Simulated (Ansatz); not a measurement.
A (110) slab of Zr (Im-3m (No. 229)), 5 planes, outer planes Zr (top) and Zr (bottom), with 5 atoms (Zr5) in a surface cell of A = 8.767 Å², as cut from the bulk:

```xyz
5
Lattice="3.0493 0.0000 0.0000 -1.0164 2.8749 0.0000 0.0000 0.0000 24.9590" Properties=species:S:1:pos:R:3 pbc="T T T"
Zr    1.0164    1.4375    7.5000
Zr    0.0000    0.0000    9.9898
Zr    1.0164    1.4375   12.4795
Zr    0.0000    0.0000   14.9693
Zr    1.0164    1.4375   17.4590
```

Method: DFT PBEsol, scalar-relativistic, plane waves, PAW (Ansatz 0.2.0). Cutoff 420 eV; k points 12×12×1 on the computed 5-atom cell (Γ-centred); Gaussian smearing, width 0.10 eV; no spin polarisation. The cell repeats along c with a dipole correction in the vacuum.

Against the same 5 atoms in the bulk, the slab as cut lies 1.870 eV higher and the relaxed slab 1.792 eV higher.

Problem. Work out the surface energy before and after relaxation.

Solution. The slab has two faces, so γ = (E_slab − N·E_bulk)/(2A), the mean of both. As cut: 1.870/(2 × 8.767) = 0.1066 eV/Å², and 1 eV/Å² = 16.02 J/m², so γ = 1.71 J/m². Relaxed: 1.792/(2 × 8.767) = 0.1022 eV/Å² = 1.64 J/m². Relaxation recovers 4 % of the cost of cutting.

Problem. What is the ideal work of this cut, per area?

Solution. Griffith's ideal work is 2γ: 3.42 J/m² if the new faces stay rigid, 3.27 J/m² if they relax. One thickness was run, 5 planes, so γ can still shift with it.

The reference crystal is the bcc form of Zr, which isn't its usual structure.